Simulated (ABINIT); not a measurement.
# SiC (Moissanite): one start, several treatments of the self-energy

Wanted: the gap of SiC (Moissanite) under several approximations, with cost.

Main program and level: ABINIT 10.8.3; PBE and many-body steps on it, plane waves.

**The experiments to reproduce.**

- Gap 3.33 eV: band gap at cryogenic temperature; bulk crystal (literature value) (quoted in “Silicon carbide diodes for neutron detection”, 2020, arxiv:2009.14696).

## 1. The starting structure

Symmetry: P6_3mc, No. 186, hexagonal system. Conventional cell: a = 3.076 Å, b = 3.076 Å, c = 5.048 Å, α = 90.00°, β = 90.00°, γ = 120.00°. Nearest to Si lie 4 C at 1.87 to 1.94 Å. Nearest to C lie 4 Si at 1.87 to 1.94 Å. Farther neighbours are not listed.

Structure file:

```cif
data_structure
_symmetry_space_group_name_H-M 'P 1'
_symmetry_Int_Tables_number 1
_cell_length_a 3.0760
_cell_length_b 3.0760
_cell_length_c 5.0480
_cell_angle_alpha 90.000
_cell_angle_beta 90.000
_cell_angle_gamma 120.000
_cell_volume 41.36
loop_
_atom_site_label
_atom_site_type_symbol
_atom_site_fract_x
_atom_site_fract_y
_atom_site_fract_z
_atom_site_occupancy
Si1 Si 0.33333 0.66667 0.00000 1
Si2 Si 0.66667 0.33333 0.50000 1
C3 C 0.33333 0.66667 0.38500 1
C4 C 0.66667 0.33333 0.88500 1
```

The cell and positions come from the Crystallography Open Database and are kept as given unless a step says otherwise.

## 2. Empty states on the mesh, 6×6×4 mesh, 188 bands

This step: ABINIT 10.8.3; DFT, PBE, plane waves, norm-conserving pseudopotentials.

The sums over transitions need many empty states on a uniform mesh; this step solves for them.

run.abi reads:

```
acell 3*1.0 Angstrom
rprim 
  3.075999999976 0.000000000005 0.000000000000
  -1.537999999993 2.663894142018 0.000000000000
  0.000000000000 0.000000000000 5.048000000000
ntypat 2
znucl 14 6
natom 4
typat 1 1 2 2
xred 
  0.333333333333 0.666666666667 0.000000000000
  0.666666666667 0.333333333333 0.500000000000
  0.333333333333 0.666666666667 0.385000000000
  0.666666666667 0.333333333333 0.885000000000
pp_dirpath "pseudos"
pseudos "Si.upf, C.upf"
ecut 37
ngkpt 6 6 4
nshiftk 1
shiftk 0 0 0
kptopt 1
chksymbreak 0
irdden 1
istwfk *1
nband 188
prtvol 0
optdriver 6
gwr_task "HDIAGO"
paral_kgb 0
occopt 1
indata_prefix "in"
outdata_prefix "out"
tmpdata_prefix "tmp"
```

The run is started by

```bash
> OMP_NUM_THREADS=1 mpirun -n 4 abinit run.abi > log
```

The program printed:

```text
.Version 10.8.3 of ABINIT. v10.8.2 released Aug 2026.

 Symmetries : space group P6_3 m c (#186); Bravais hP (primitive hexag.)
[... echo of the input left out ...]
== DATASET  1 ==================================================================
-   mpi_nproc: 4, omp_nthreads: 1 (-1 if OMP is not activated)

--- !DatasetInfo
iteration_state: {dtset: 1, }
dimensions: {natom: 4, nkpt: 21, mband: 188, nsppol: 1, nspinor: 1, nspden: 1, mpw: 3018, }
cutoff_energies: {ecut:  37.0, pawecutdg:  -1.0, }
[...]
Indirect band gap semiconductor
 Fundamental gap:     2.329 (eV)
   VBM:     7.139 (eV) at k: [ 0.0000E+00,  0.0000E+00,  0.0000E+00]
   CBM:     9.468 (eV) at k: [ 3.3333E-01,  3.3333E-01,  0.0000E+00]
 Direct gap:         4.083 (eV) at k: [ 5.0000E-01,  0.0000E+00,  0.0000E+00]

== END DATASET(S) ==============================================================
================================================================================

 -outvars: echo values of variables after computation  --------
           etotal      0.0000000000E+00
            nband         188
             nkpt          21
          spgroup         186
 [... the other variables as echoed above ...]

 Calculation completed.
```

Elapsed: 1.9 min, on 4 MPI ranks of Arm Neoverse V2, shared host; peak memory 2.2 GiB.

This step gave:

```
gap                                                           : 2.329 eV
k of the valence top                                          : 0, 0, 0
k of the conduction bottom                                    : 0.3333, 0.3333, 0
least direct gap                                              : 4.083 eV
k points computed                                             : 21
lowest point of the top converged band, above the valence top : 131.0627 eV
```

On this mesh the gap is 2.329 eV.

The density comes from a self-consistent run that is not shown.

## 3. Screening, 6×6×4 mesh, 180 bands, screening to 228.6 eV

The RPA dielectric matrix is built and inverted for each q.

This step: RPA screening on PBE, plane waves, norm-conserving pseudopotentials.

run.abi, as its differences from that of step 2:

```diff
@@ -22,10 +22,11 @@
 chksymbreak 0
-irdden 1
 istwfk *1
-nband 188
-prtvol 0
-optdriver 6
-gwr_task "HDIAGO"
-paral_kgb 0
 occopt 1
+irdwfk 1
+optdriver 3
+nband 180
+ecuteps 8.4
+inclvkb 2
+awtr 1
+symchi 1
 indata_prefix "in"
```

The program printed:

```text
.Version 10.8.3 of ABINIT. v10.8.2 released Aug 2026.

 Symmetries : space group P6_3 m c (#186); Bravais hP (primitive hexag.)
[... echo of the input left out ...]
== DATASET  1 ==================================================================
-   mpi_nproc: 4, omp_nthreads: 1 (-1 if OMP is not activated)

--- !DatasetInfo
iteration_state: {dtset: 1, }
dimensions: {natom: 4, nkpt: 21, mband: 180, nsppol: 1, nspinor: 1, nspden: 1, mpw: 3018, }
cutoff_energies: {ecut:  37.0, pawecutdg:  -1.0, }
electrons: {nelect:   1.60000000E+01, charge:   0.00000000E+00, occopt:   1.00000000E+00, tsmear:   1.00000000E-02, }

 SCREENING: Calculation of the susceptibility and dielectric matrices

 Based on a program developped by R.W. Godby, V. Olevano, G. Onida, and L. Reining.
 Incorporated in ABINIT by V. Olevano, G.-M. Rignanese, and M. Torrent.
.Using double precision arithmetic ; gwpc =  8

[... cell and pseudopotentials left out ...]
--------------------------------------------------------------------------------

 ==== K-mesh for the wavefunctions ====
 Number of points in the irreducible wedge :    21
[... list of points left out ...]
 Together with 12 symmetry operations and time-reversal symmetry
 yields   144 points in the full Brillouin Zone.

 ==== Q-mesh for the screening function ====
 Number of points in the irreducible wedge :    21
[... list of points left out ...]
 Together with 12 symmetry operations and time-reversal symmetry
 yields   144 points in the full Brillouin Zone.

 setmesh: FFT mesh size selected  =    24x   24x   40
          total number of points  =        23040

 vcoul_init : cutoff-mode = AUXILIARY_FUNCTION
 q-points for optical limit:   1
     1)      0.000010    0.000020    0.000030

- screening: taking advantage of time-reversal symmetry
- Maximum band index for partially occupied states nbvw = 8
- Remaining bands to be divided among processors   nbcw = 172
- Number of bands treated by each node ~43

 Number of electrons calculated from density =   16.0000; Expected =   16.0000
 average of density, n =  0.057319
 r_s =    1.6089
 omega_plasma =   23.0944 [eV]

 calculating chi0 at frequencies [eV] :
  1    0.000000E+00    0.000000E+00
  2    0.000000E+00    2.309436E+01

--------------------------------------------------------------------------------
  q-point number  1        q = ( 0.000000, 0.000000, 0.000000) [r.l.u.]
--------------------------------------------------------------------------------
[... chi0 elements left out ...]
 For q-point:  0.000010 0.000020 0.000030
  dielectric constant =   6.8425
  dielectric constant without local fields =   7.4944

  Average fulfillment of the sum rule on Im[epsilon] for q-point    1 :     91.89  [%]
[... wings left out ...]
  q-point number  2        q = ( 0.166667, 0.000000, 0.000000) [r.l.u.]
--------------------------------------------------------------------------------
[... chi0 elements left out ...]
  Average fulfillment of the sum rule on Im[epsilon] for q-point    2 :     95.03  [%]

 [... 19 further q-points ...]
```

Run time: 4.6 min. Hardware: 4 MPI ranks; peak memory 2.1 GiB.

Numbers from this step:

| Quantity | Value |
| --- | --- |
| ε∞ with local fields, on this mesh, along the program's q direction | 6.843 |
| the same without local fields | 7.494 |
| plasma frequency | 23.09 eV |
| plane waves in the screening matrix | 313 |

Local fields lower ε∞ by 9 %.

## 4. G0W0, Godby-Needs plasmon pole

The self-energy is evaluated for the states that the input lists, and the levels follow from it, in one-shot runs by the linearised quasiparticle equation.

This step: G0W0 on PBE, plane waves, norm-conserving pseudopotentials.

run.abi, as its differences from that of step 3:

```diff
@@ -25,8 +25,19 @@
 irdwfk 1
-optdriver 3
+optdriver 4
 nband 180
+gwcalctyp 0
+ecutsigx 37
+symsigma 1
+nkptgw 3
+kptgw 
+  0.0000000000 0.0000000000 0.0000000000
+  0.3333333333 0.3333333333 0.0000000000
+  0.5000000000 0.0000000000 0.0000000000
+bdgw 
+  6 10
+  7 10
+  7 10
 ecuteps 8.4
-inclvkb 2
-awtr 1
-symchi 1
+irdscr 1
+ppmodel 1
 indata_prefix "in"
```

The program printed:

```text
.Version 10.8.3 of ABINIT. v10.8.2 released Aug 2026.

 Symmetries : space group P6_3 m c (#186); Bravais hP (primitive hexag.)
[... echo of the input left out ...]
== DATASET  1 ==================================================================
-   mpi_nproc: 4, omp_nthreads: 1 (-1 if OMP is not activated)

--- !DatasetInfo
iteration_state: {dtset: 1, }
dimensions: {natom: 4, nkpt: 21, mband: 180, nsppol: 1, nspinor: 1, nspden: 1, mpw: 3018, }
cutoff_energies: {ecut:  37.0, pawecutdg:  -1.0, }
electrons: {nelect:   1.60000000E+01, charge:   0.00000000E+00, occopt:   1.00000000E+00, tsmear:   1.00000000E-02, }

 SIGMA: Calculation of the GW corrections

 Based on a program developped by R.W. Godby, V. Olevano, G. Onida, and L. Reining.
 Incorporated in ABINIT by V. Olevano, G.-M. Rignanese, and M. Torrent.
.Using double precision arithmetic ; gwpc =  8

[... cell and pseudopotentials left out ...]
--------------------------------------------------------------------------------

 ==== K-mesh for the wavefunctions ====
 Number of points in the irreducible wedge :    21
[... list of points left out ...]
 Together with 12 symmetry operations and time-reversal symmetry
 yields   144 points in the full Brillouin Zone.

 ==== Q-mesh for screening function ====
 Number of points in the irreducible wedge :    21
[... list of points left out ...]
 Together with 12 symmetry operations and time-reversal symmetry
 yields   144 points in the full Brillouin Zone.

 vcoul_init : cutoff-mode = AUXILIARY_FUNCTION
 q-points for optical limit:   1
     1)      0.000010    0.000020    0.000030
 setmesh: FFT mesh size selected  =    27x   27x   54
          total number of points  =        39366

 Number of electrons calculated from density =   16.0000; Expected =   16.0000
 average of density, n =  0.057319
 r_s =    1.6089
 omega_plasma =   23.0944 [eV]

 === KS Band Gaps ===
  >>>> For spin  1
   Minimum direct gap =   4.0829 [eV], located at k-point      :   0.5000  0.0000  0.0000
   Fundamental gap    =   2.3294 [eV], Top of valence bands at :   0.0000  0.0000  0.0000
                                       Bottom of conduction at :   0.3333  0.3333  0.0000
 SIGMA fundamental parameters:
 PLASMON POLE MODEL  1
 number of plane-waves for SigmaX                 2997
 number of plane-waves for SigmaC and W            313
 number of plane-waves for wavefunctions          2997
 number of bands                                   180
 number of independent spin polarizations            1
 number of spinorial components                      1
 number of k-points in IBZ                          21
 number of q-points in IBZ                          21
 number of symmetry operations                      12
 number of k-points in BZ                          144
 number of q-points in BZ                          144
 number of frequencies for dSigma/dE                 9
 frequency step for dSigma/dE [eV]                0.25
 number of omega for Sigma on real axis              0
 max omega for Sigma on real axis  [eV]           0.00
 zcut for avoiding poles [eV]                     0.10

 EPSILON^-1 parameters (SCR file):
 dimension of the eps^-1 matrix on file            313
 dimension of the eps^-1 matrix used               313
 number of plane-waves for wavefunctions          2997
 number of bands                                   180
 number of q-points in IBZ                          21
 number of frequencies                               2
 number of real frequencies                          1
 number of imag frequencies                          1

 matrix elements of self-energy operator (all in [eV])

 Perturbative Calculation

--- !SelfEnergy_ee
iteration_state: {dtset: 1, }
kpoint     : [   0.000,    0.000,    0.000, ]
spin       : 1
KS_gap     :    4.620
QP_gap     :    5.487
Delta_QP_KS:    0.868
data: !SigmaeeData |
     Band     E0 <VxcDFT>   SigX SigC(E0)      Z dSigC/dE  Sig(E)    E-E0       E
        6   6.864 -15.055 -17.694   1.958   0.792  -0.263 -15.594  -0.539   6.325
        7   6.864 -15.055 -17.694   1.958   0.792  -0.263 -15.594  -0.539   6.325
        8   7.139 -14.882 -17.276   1.750   0.793  -0.261 -15.393  -0.511   6.628
        9  11.758 -12.188  -7.007  -4.738   0.806  -0.241 -11.831   0.357  12.115
       10  13.157 -12.746  -7.214  -5.130   0.793  -0.260 -12.427   0.319  13.477

--- !SelfEnergy_ee
iteration_state: {dtset: 1, }
kpoint     : [   0.333,    0.333,    0.000, ]
spin       : 1
KS_gap     :    6.371
QP_gap     :    7.417
Delta_QP_KS:    1.046
data: !SigmaeeData |
     Band     E0 <VxcDFT>   SigX SigC(E0)      Z dSigC/dE  Sig(E)    E-E0       E
        7   3.097 -12.979 -16.874   2.783   0.781  -0.280 -13.848  -0.869   2.228
[...]
--- !SelfEnergy_ee
iteration_state: {dtset: 1, }
kpoint     : [   0.500,    0.000,    0.000, ]
spin       : 1
KS_gap     :    4.083
QP_gap     :    5.014
Delta_QP_KS:    0.931
data: !SigmaeeData |
     Band     E0 <VxcDFT>   SigX SigC(E0)      Z dSigC/dE  Sig(E)    E-E0       E
[...]
8   5.651 -14.535 -17.688   2.273   0.789  -0.268 -15.229  -0.695   4.956
        9   9.734 -10.592  -6.058  -4.247   0.821  -0.218 -10.356   0.236   9.970
       10  11.338 -11.767  -6.941  -4.365   0.809  -0.236 -11.394   0.374  11.711

== END DATASET(S) ==============================================================
================================================================================

 -outvars: echo values of variables after computation  --------
           etotal      0.0000000000E+00
            nband         180
             nkpt          21
          spgroup         186
 [... the other variables as echoed above ...]

 Calculation completed.
```

Wall time 70 s (4 MPI ranks); peak memory 2.3 GiB.

This step gave:

| Property | Result |
| --- | --- |
| G0W0 gap on the points computed | 3.018 eV |
| starting gap on the mesh | 2.329 eV |
| k of the valence top | 0, 0, 0 |
| k of the conduction bottom | 0.3333, 0.3333, 0 |
| Z at the valence top | 0.793 |
| Z at the conduction bottom | 0.825 |
| least direct G0W0 gap on the computed points | 5.014 eV |

The gap on the mesh goes from 2.33 eV to 3.02 eV, a correction of +0.69 eV.

## 5. G0W0, Hybertsen-Louie plasmon pole

run.abi, as its differences from that of step 4:

```diff
@@ -41,3 +41,3 @@
 irdscr 1
-ppmodel 1
+ppmodel 2
 indata_prefix "in"
```

The program printed:

```text
.Version 10.8.3 of ABINIT. v10.8.2 released Aug 2026.

 Symmetries : space group P6_3 m c (#186); Bravais hP (primitive hexag.)
[... echo of the input left out ...]
== DATASET  1 ==================================================================
-   mpi_nproc: 4, omp_nthreads: 1 (-1 if OMP is not activated)

--- !DatasetInfo
iteration_state: {dtset: 1, }
dimensions: {natom: 4, nkpt: 21, mband: 180, nsppol: 1, nspinor: 1, nspden: 1, mpw: 3018, }
cutoff_energies: {ecut:  37.0, pawecutdg:  -1.0, }
electrons: {nelect:   1.60000000E+01, charge:   0.00000000E+00, occopt:   1.00000000E+00, tsmear:   1.00000000E-02, }

 SIGMA: Calculation of the GW corrections

 Based on a program developped by R.W. Godby, V. Olevano, G. Onida, and L. Reining.
 Incorporated in ABINIT by V. Olevano, G.-M. Rignanese, and M. Torrent.
.Using double precision arithmetic ; gwpc =  8

[... cell and pseudopotentials left out ...]
--------------------------------------------------------------------------------

 ==== K-mesh for the wavefunctions ====
 Number of points in the irreducible wedge :    21
[... list of points left out ...]
 Together with 12 symmetry operations and time-reversal symmetry
 yields   144 points in the full Brillouin Zone.

 ==== Q-mesh for screening function ====
 Number of points in the irreducible wedge :    21
[... list of points left out ...]
 Together with 12 symmetry operations and time-reversal symmetry
 yields   144 points in the full Brillouin Zone.

 vcoul_init : cutoff-mode = AUXILIARY_FUNCTION
 q-points for optical limit:   1
     1)      0.000010    0.000020    0.000030
 setmesh: FFT mesh size selected  =    27x   27x   54
          total number of points  =        39366

 Number of electrons calculated from density =   16.0000; Expected =   16.0000
[...]
number of plane-waves for wavefunctions          2997
 number of bands                                   180
 number of q-points in IBZ                          21
 number of frequencies                               2
 number of real frequencies                          1
 number of imag frequencies                          1

 matrix elements of self-energy operator (all in [eV])

 Perturbative Calculation

--- !SelfEnergy_ee
iteration_state: {dtset: 1, }
kpoint     : [   0.000,    0.000,    0.000, ]
spin       : 1
KS_gap     :    4.620
QP_gap     :    5.569
Delta_QP_KS:    0.950
data: !SigmaeeData |
     Band     E0 <VxcDFT>   SigX SigC(E0)      Z dSigC/dE  Sig(E)    E-E0       E
        6   6.864 -15.055 -17.694   1.548   0.816  -0.226 -15.945  -0.890   5.974
        7   6.864 -15.055 -17.694   1.548   0.816  -0.226 -15.945  -0.890   5.974
        8   7.139 -14.882 -17.276   1.369   0.816  -0.225 -15.719  -0.836   6.302
[...]
--- !SelfEnergy_ee
iteration_state: {dtset: 1, }
kpoint     : [   0.333,    0.333,    0.000, ]
spin       : 1
KS_gap     :    6.371
QP_gap     :    7.548
Delta_QP_KS:    1.177
data: !SigmaeeData |
     Band     E0 <VxcDFT>   SigX SigC(E0)      Z dSigC/dE  Sig(E)    E-E0       E
[...]
--- !SelfEnergy_ee
iteration_state: {dtset: 1, }
kpoint     : [   0.500,    0.000,    0.000, ]
spin       : 1
KS_gap     :    4.083
QP_gap     :    5.143
Delta_QP_KS:    1.060
data: !SigmaeeData |
     Band     E0 <VxcDFT>   SigX SigC(E0)      Z dSigC/dE  Sig(E)    E-E0       E
[...]
9   9.734 -10.592  -6.058  -4.526   0.838  -0.193 -10.586   0.007   9.740
       10  11.338 -11.767  -6.941  -4.646   0.830  -0.205 -11.617   0.150  11.488

== END DATASET(S) ==============================================================
================================================================================

 -outvars: echo values of variables after computation  --------
           etotal      0.0000000000E+00
            nband         180
             nkpt          21
          spgroup         186
 [... the other variables as echoed above ...]

 Calculation completed.
```

The job ended after 67 s (4 MPI ranks; peak memory 2.2 GiB; 4.5 min of CPU time).

Numbers from this step:

| Quantity | Value |
| --- | --- |
| G0W0 gap on the points computed | 3.128 eV |
| starting gap on the mesh | 2.329 eV |
| k of the valence top | 0, 0, 0 |
| k of the conduction bottom | 0.3333, 0.3333, 0 |
| Z at the valence top | 0.816 |
| Z at the conduction bottom | 0.842 |
| least direct G0W0 gap on the computed points | 5.142 eV |

Against G0W0 in ABINIT (6×6×4 mesh, 180 bands, screening to 228.6 eV, Godby-Needs plasmon pole), the gap moves by +0.110 eV.

## 6. G0W0, von der Linden-Horsch plasmon pole

run.abi, as its differences from that of step 5:

```diff
@@ -41,3 +41,3 @@
 irdscr 1
-ppmodel 2
+ppmodel 3
 indata_prefix "in"
```

The program printed:

```text
.Version 10.8.3 of ABINIT. v10.8.2 released Aug 2026.

 Symmetries : space group P6_3 m c (#186); Bravais hP (primitive hexag.)
[... echo of the input left out ...]
== DATASET  1 ==================================================================
-   mpi_nproc: 4, omp_nthreads: 1 (-1 if OMP is not activated)

--- !DatasetInfo
iteration_state: {dtset: 1, }
dimensions: {natom: 4, nkpt: 21, mband: 180, nsppol: 1, nspinor: 1, nspden: 1, mpw: 3018, }
cutoff_energies: {ecut:  37.0, pawecutdg:  -1.0, }
[...]
Band     E0 <VxcDFT>   SigX SigC(E0)      Z dSigC/dE  Sig(E)    E-E0       E
[...]
9   9.734 -10.592  -6.058  -4.676   0.847  -0.181 -10.712  -0.120   9.614
       10  11.338 -11.767  -6.941  -4.739   0.837  -0.195 -11.694   0.074  11.412

== END DATASET(S) ==============================================================
================================================================================

 -outvars: echo values of variables after computation  --------
           etotal      0.0000000000E+00
            nband         180
             nkpt          21
          spgroup         186
 [... the other variables as echoed above ...]

 Calculation completed.
```

Elapsed: 25 s, on 4 MPI ranks; peak memory 2.1 GiB; 1.7 min of CPU time.

This step gave:

```
G0W0 gap on the points computed              : 2.988 eV
starting gap on the mesh                     : 2.329 eV
k of the valence top                         : 0, 0, 0
k of the conduction bottom                   : 0.3333, 0.3333, 0
least direct G0W0 gap on the computed points : 5.008 eV
```

Against G0W0 in ABINIT (6×6×4 mesh, 180 bands, screening to 228.6 eV, Godby-Needs plasmon pole), the gap moves by −0.030 eV.

(Part 1 of 2 ends here.)

[Paths, hosts, dates, memory and timing lines, banners, echoed tables and standing remarks are left out of the program output.]

[Logs are printed without paths, hosts, clocks, repeated set-up lines and the standing remarks that a program may print on its own settings, such as how far it seeks lower states.]

[Runs of the session that timed out or met a known fault of the program may be left out.]

[Hosts, paths, dates, database ids (printed as entryN), source tags and the programs' standing remarks are cut or masked in the printed files.]

[G0W0 gaps are taken among the corrected bands and points alone; a level outside them can change the order at an edge.]

[Where Ansatz stands beside ABINIT at settings called matched, ABINIT's density can come from a denser mesh and the files from another edition; pairs whose starting gaps differed by over 0.03 eV were left out, so agreement reads better than it is.]
